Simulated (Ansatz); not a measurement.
Results of PBE+SOC in Ansatz (PAW) for α-quartz-type GeO2 (metastable phase).

Numerical settings: plane-wave cutoff 520 eV, 12×12×6 k mesh (along the axes of the cell as run), Fermi–Dirac smearing 0.01 eV, PAW data made under PBE.

Cell (measured lattice):

```cif
data_Ge3O6
_chemical_formula_sum 'Ge3 O6'
_space_group_name_H-M_alt 'P3221'
_space_group_IT_number 154
_space_group_name_Hall 'P 32 2"'
_cell_length_a 4.98700
_cell_length_b 4.98700
_cell_length_c 5.65200
_cell_angle_alpha 90.000
_cell_angle_beta 90.000
_cell_angle_gamma 120.000
loop_
_atom_site_label
_atom_site_type_symbol
_atom_site_symmetry_multiplicity
_atom_site_Wyckoff_symbol
_atom_site_fract_x
_atom_site_fract_y
_atom_site_fract_z
_atom_site_occupancy
Ge1 Ge 3 a 0.55021 0.55021 0.00000 1
O1 O 6 c 0.30577 0.39339 0.24695 1
```

Problem. Estimate the band gap and smallest direct gap on the k points sampled that the calculation returns.

Solution. 
band gap: 3.45 eV (indirect)
smallest direct gap on the k points sampled: 3.50 eV

Note: cell and atoms aren't relaxed at this level (largest force component 0.19 eV/Å, pressure 4.8 GPa).

The computed numbers hold no vibrational or temperature effects.

Cost on a shared machine: very roughly 11 core-minutes.

Ansatz is a program for electronic structure.
